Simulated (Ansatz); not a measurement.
# Pt: the cost of one run

Program: Ansatz 0.2.0. Level of theory: DFT PBE, scalar-relativistic, plane waves, PAW. These are calculated values, not measurements.

3 further runs of the same task are left out: 1 that didn't finish, 2 set aside as unsound or not needed.

## (1) The system as given

The structure is cubic, space group Fm-3m (No. 225). Conventional cell: a = 3.970 Å, b = 3.970 Å, c = 3.970 Å, α = 90.00°, β = 90.00°, γ = 90.00°. Pt (site symmetry m-3m) is surrounded by 12 Pt at 2.81 Å.

As a file:

```xyz
1
Lattice="0.0000 1.9851 1.9851 1.9851 0.0000 1.9851 1.9851 1.9851 0.0000" Properties=species:S:1:pos:R:3 pbc="T T T"
Pt    0.0000    0.0000    0.0000
```

This cell was relaxed beforehand with the same method: volume 15.64 Å³/atom, gap on the mesh none (metal).

## (2) Bands, states and charges

File input.yaml:

```yaml
crystal:
  lattice:
    - [0.0, 1.9850569796, 1.9850569796]
    - [1.9850569796, 0.0, 1.9850569796]
    - [1.9850569796, 1.9850569796, 0.0]
  atoms:
    - { symbol: Pt, position: [0.0, 0.0, 0.0] }
basis:
  ecutwfc: 420
kpoints:
  mp_grid: { grid: [18, 18, 18] }
  band_path:
    path:
      - [[0.0, 0.0, 0.0], [0.5, 0.0, 0.5], [0.625, 0.25, 0.625]]
      - [[0.375, 0.375, 0.75], [0.0, 0.0, 0.0], [0.5, 0.5, 0.5], [0.5, 0.25, 0.75], [0.5, 0.0, 0.5]]
    npoints: 14
hamiltonian:
  xc: pbe
scf:
  occupations: { method: gaussian, width: 0.1 }
  n_extra_bands: 6
output:
  forces: true
  stress: true
  eigenvalues: true
  populations: true
  dos: { projected: true, de: 0.02, nscf_kmesh: { grid: [27, 27, 27] } }
  bader: true
```

Command:

```bash
ansatz run input.yaml --threads 1 --pin off --max-ram 2560MiB --backend cpu --events-out ev --progress --plain --runs-dir out
```

**Question.** How long does this run take on 1 thread of Intel Xeon 6975P-C (Granite Rapids), shared host, and how much memory does it need?

About 5.8 s, with a peak of 0.4 GiB.
